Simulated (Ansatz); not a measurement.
## BaTe: moving Te off its site

BaTe, Pm-3m, a = 4.262 Å (as given, not relaxed at this level: -2.2 GPa). This isn't the usual stable structure of the compound. Ansatz: PBEsol, PAW, 420 eV, Γ-centred 6×6×6 mesh on 2 atoms, Gaussian smearing 0.05 eV; no spin polarisation.

```xyz
2
Lattice="4.2625 0.0000 0.0000 0.0000 4.2625 0.0000 0.0000 0.0000 4.2625" Properties=species:S:1:pos:R:3 pbc="T T T"
Ba    0.0000    0.0000    0.0000
Te    2.1312    2.1312    2.1312
```

Atom 2 (Te) moves by x along the unit vector (-0.577, -0.577, -0.577), with its periodic images; all else is held. y is the free energy of the cell over the start, F the force along the path summed over the moved atoms. Symmetry makes y even in x.

| x (Å) | y (meV) | F (eV/Å) |
| --- | --- | --- |
| -0.1000 | ? | ? |
| -0.0500 | 0.84 | 0.03 |
| 0.0000 | 0.00 | 0.00 |
| 0.0125 | 0.05 | -0.01 |
| 0.0250 | 0.21 | -0.02 |
| 0.0375 | 0.47 | -0.03 |
| 0.0625 | 1.32 | -0.04 |
| 0.0750 | 1.91 | -0.05 |
| 0.0875 | 2.61 | -0.06 |

Question: Fit y = c2 x² + c4 x⁴ to the energies of the other rows, give the force constant, and predict energy and force of the missing row.

Answer: Least squares on the rows shown. y = 334.3 x² + 879.3 x⁴. The force constant is 2 c2 = 0.669 eV/Å², for the cell as given, at -2.2 GPa (for all images moving together, not for a lone atom). With two atoms in a cubic cell this is the optical mode at Γ without the LO field: ω = 521.5 √(2 c2/μ) = 52 cm⁻¹ for μ = 66.14 u. The force −dy/dx at the missing row is 0.07 eV/Å (computed 0.07). At x = -0.1000 the fit asked for gives 3.43 meV. The run gave 3.43 meV, the same to the digits shown.